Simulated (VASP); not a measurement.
Al2O3 in VASP: the effect of functional

Crystal: Al2O3.

```
CELL_PARAMETERS angstrom
4.61378 0.00000 0.00000
0.00000 9.56328 0.00000
0.00000 0.00000 3.11986
ATOMIC_POSITIONS crystal
Al 0.98298 0.82457 0.00000
Al 0.01702 0.17543 0.00000
Al 0.48297 0.67543 0.50000
Al 0.51702 0.32457 0.50000
O 0.50000 0.50000 0.50000
O 0.12363 0.75305 0.50000
O 0.37637 0.25305 0.00000
O 0.62364 0.74695 0.00000
O 0.00000 0.00000 0.00000
O 0.87636 0.24695 0.50000
```

Measurements of this composition are mostly on another form, of space group No. 167.

Alike in all runs:

| Quantity | Value |
| --- | --- |
| Program | VASP 6.6.1 |
| Task | band structure |
| Potentials or basis | VASP PAW PBE potentials, release 64 (Al, O) |
| Cutoff | 520 eV |
| k mesh | 5 × 3 × 7 |
| Occupations | fermi-dirac, width 0.05 eV |
| Spin | no spin polarisation |

```csv
functional,gap on the mesh (eV),pressure (GPa),largest force (eV/Å)
revPBE,3.66,2.0,0.21
BLYP,?,?,?
AM05,3.57,-2.0,0.18
PW91,3.54,-0.3,0.19
r2SCAN,4.11,-4.2,0.21
```

Problem. What does the run with functional BLYP give?

Solution. gap on the mesh 3.62 eV; pressure 2.0 GPa; largest force 0.20 eV/Å.

Caveats: the PAW data sets were made with another functional, which shifts forces and pressure a little.

Runs at the PBE level aren't shown here.
